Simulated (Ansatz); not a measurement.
Crystal: Mg.

```
Mg
1.0
     3.20930    0.00000    0.00000
    -1.60465    2.77934    0.00000
     0.00000    0.00000    5.21030
Mg
2
Direct
  0.66667 0.33333 0.75000
  0.33333 0.66667 0.25000
```

* Program: Ansatz 0.2.0
* Task: relaxation of cell and atoms
* Functional: BLYP
* Dispersion: D3(BJ)
* Potentials or basis: all-electron LAPW, scalar-relativistic
* Basis error allowed: 0.001 eV/atom
* k mesh: 10 × 10 × 5
* Occupations: fermi-dirac, width 0.05 eV
* Spin: no spin polarisation

At the start: volume 23.24 Å³/atom.

Q: How do energy, volume and symmetry change on relaxing?

A: Over 6 steps the energy falls by 38.4 meV/atom and the volume is 20.59 Å³/atom (-11.4 %); space group P6_3/mmc (No. 194, to 0.05 Å).

The path:
```csv
step,energy change (eV),largest force (eV/Å),volume (Å³)
1,0.0000,0.0000,46.47
2,-0.0697,0.0000,42.54
3,-0.0752,0.0000,40.68
4,-0.0769,0.0000,41.23
5,-0.0769,0.0000,41.18
6,-0.0769,0.0000,41.18
```

Final structure:
```yaml
crystal:
  lattice:
    - [3.05188, 0.00000, 0.00000]
    - [-1.52594, 2.64300, 0.00000]
    - [0.00000, 0.00000, 5.10545]
  atoms:
    - { symbol: Mg, position: [0.66667, 0.33333, 0.75000] }
    - { symbol: Mg, position: [0.33333, 0.66667, 0.25000] }
```

Caveat: the volume moved by -11 % from the deposited cell, more than functionals usually miss.
